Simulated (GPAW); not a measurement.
The system is NaCl.

```
CELL_PARAMETERS angstrom
0.00000 2.79406 2.79406
2.79406 0.00000 2.79406
2.79406 2.79406 0.00000
ATOMIC_POSITIONS crystal
Cl 0.50000 0.50000 0.50000
Na 0.00000 0.00000 0.00000
```

The cell is a database's computed one.

Program: GPAW 26.7.0. Alike in all runs: task band structure; no spin polarisation; cell as given; k mesh 7 × 7 × 7; cutoff (eV) 800; smearing fermi-dirac 0.05 eV.

Task: Order these runs on this cell by their pressure, lowest first.
A. level LDA; potentials or basis the program's PAW data sets (release 1.2.1) made for this functional, pw
B. level r2SCAN; potentials or basis GPAW PAW data sets (gpaw-data 1.2.1), pw
C. level RPBE; potentials or basis the program's PAW data sets (release 1.2.1) made for this functional, pw

Result: A (-1.7 GPa), B (0.4 GPa), C (3.4 GPa).

Caveats: the PAW data sets were made with another functional, which shifts forces and pressure a little (some runs).

Not every run made on this cell is shown here.
